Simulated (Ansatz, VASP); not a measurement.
# CdS: VASP beside Ansatz

```
Cd S
1.0
     0.00000    2.98168    2.98168
     2.98168    0.00000    2.98168
     2.98168    2.98168    0.00000
Cd S
1 1
Direct
  0.00000 0.00000 0.00000
  0.75000 0.75000 0.75000
```

Change from the starting cell: volume scaled by 1.04.

Alike in both runs: task single point; functional PBE; k mesh 7 × 7 × 7; occupations fermi-dirac, width 0.02 eV; no spin polarisation.

|  | VASP | Ansatz |
| --- | --- | --- |
| version | VASP 6.6.1 | Ansatz 0.2.0 |
| potentials or method | VASP PAW PBE potentials, release 64 (Cd, S), cutoff 520 eV | all-electron LAPW, scalar-relativistic |

|  | VASP | Ansatz | Ansatz less VASP |
| --- | --- | --- | --- |
| gap on the k mesh at the Fermi level (eV) | 1.00 | 1.00 | -0.001 |
| pressure (GPa) | -0.7 | -0.9 | -0.23 |

Ansatz ran all-electron here, so the differences hold the error of VASP's frozen core and of both bases.
